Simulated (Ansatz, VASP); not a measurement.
## CdSe: VASP beside Ansatz

```
Cd Se
1.0
     0.00000    3.07027    3.07027
     3.07027    0.00000    3.07027
     3.07027    3.07027    0.00000
Cd Se
1 1
Direct
  0.00000 0.00000 0.00000
  0.25000 0.25000 0.25000
```

Measurements of this composition are mostly on another form, of space group No. 186.

Alike in both runs: task single point; functional r2SCAN; k mesh 8 × 8 × 8; occupations fermi-dirac, width 0.05 eV; no spin polarisation.

```csv
,VASP,Ansatz
version,VASP 6.6.1,Ansatz 0.2.0
potentials or method,"VASP PAW PBE potentials, release 64 (Cd, Se)",Ansatz PAW
plane-wave cutoff (eV),520,500
valence electrons in the cell,18,36
```

Ansatz gave:

| Item | Value |
| --- | --- |
| gap on the k mesh at the Fermi level (eV) | 1.03 |
| least direct gap on the mesh (eV) | 1.03 |
| pressure (GPa) | -0.2 |

Q: What did VASP give for the same quantities?

A: gap on the k mesh at the Fermi level (eV): 1.02; least direct gap on the mesh (eV): 1.02; pressure (GPa): 0.1.

The two sets of potentials don't hold the same shells in valence.

Caveats: the PAW data sets were made with another functional, which shifts forces and pressure a little (VASP); the PAW data sets come from PBE, with cores solved anew for the run's functional, which leaves a small shift of forces and pressure (Ansatz). r2SCAN opens gaps a little over a GGA but as a rule still falls short of measured ones.
